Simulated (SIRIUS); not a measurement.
# MnO and the effect of the functional

Symmetry: Fm-3m, No. 225, cubic system. Conventional cell: a = 4.448 Å, b = 4.448 Å, c = 4.448 Å, α = 90.00°, β = 90.00°, γ = 90.00°. Around Mn (site symmetry m-3m) lie 6 O at 2.22 Å. Around O (site symmetry m-3m) lie 6 Mn at 2.22 Å.

Kept alike: task single point; k mesh 7 × 7 × 7; occupations fermi-dirac, width 0.05 eV; collinear spin, ferromagnetic start. Program: SIRIUS, PseudoDojo 0.4.1 PBE standard (scalar relativistic), cutoff 1307 eV. The mesh is that of the run's cell of 2 atoms. No spin-orbit coupling.

| functional | pressure (GPa) | moment of the cell (μB) |
| --- | --- | --- |
| AM05 | -8.40 | 4.69 |
| BLYP | 3.79 | 4.72 |
| HTBS | -1.55 | 4.87 |
| LDA | -16.59 | 4.59 |
| PBE | 0.30 | 4.82 |
| PBEsol | -8.20 | 4.73 |
| PW91 | -0.37 | 4.81 |
| RPBE | 6.40 | 4.89 |
| revPBE | 4.95 | 4.88 |
| xPBE | 3.71 | 4.85 |

Pressure is positive in compression; the values hold the error of the finite cutoff, so their zero can differ a little from the energy's minimum. For a metal such a mesh leaves the last digits unconverged. The measured crystal is an antiferromagnetic insulator; a metallic or parallel state is the runs' own. The runs hold the magnetic state that their start led to, which needn't be the lowest. All rows use potentials made for PBE.

Question: What does the functional change here?

Answer: The pressure runs from -16.59 (LDA) to 6.40 GPa (RPBE). From PBE: AM05 -8.70; BLYP +3.49; HTBS -1.85; LDA -16.89; PBEsol -8.50; PW91 -0.67; RPBE +6.10; revPBE +4.65; xPBE +3.41. A positive pressure means that the functional's own cell is larger than the one given, a negative one that it is smaller. The moment of the cell runs from 4.59 (LDA) to 4.89 μB (RPBE). From PBE: AM05 -0.13; BLYP -0.10; HTBS +0.05; LDA -0.23; PBEsol -0.09; PW91 -0.01; RPBE +0.07; revPBE +0.06; xPBE +0.03.
